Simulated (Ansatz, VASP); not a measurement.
## One calculation of Pt, two programs

```
Pt
1.0
     0.00000    1.96090    1.96090
     1.96090    0.00000    1.96090
     1.96090    1.96090    0.00000
Pt
1
Direct
  0.00000 0.00000 0.00000
```

Alike in both runs: task relaxation of cell and atoms; functional BLYP; dispersion D4; k mesh 12 × 12 × 12; occupations fermi-dirac, width 0.05 eV; no spin polarisation.

```csv
,VASP,Ansatz
version,VASP 6.6.1,Ansatz 0.2.0
potentials or method,"VASP PAW PBE potentials, release 64 (Pt), cutoff 600 eV","all-electron LAPW, scalar-relativistic"
```

|  | VASP | Ansatz | Ansatz less VASP |
| --- | --- | --- | --- |
| relaxed volume (Å³/atom) | 15.73 | 15.64 | -0.090 |
| relaxed cell length with the largest relative difference (Å) | 2.812 | 2.807 | -0.0053 |
| energy change over the relaxation (meV/atom) | -22 | -17 | +5.6 |

Ansatz ran all-electron here, so the differences hold the error of VASP's frozen core and of both bases.

Caveats: the PAW data sets were made with another functional, which shifts forces and pressure a little (VASP); pairwise dispersion overbinds metals, which lowers pressure and volume (VASP). Zero-point motion and thermal expansion aren't in these numbers. Spin-orbit coupling is left out, which matters for the levels of Pt.
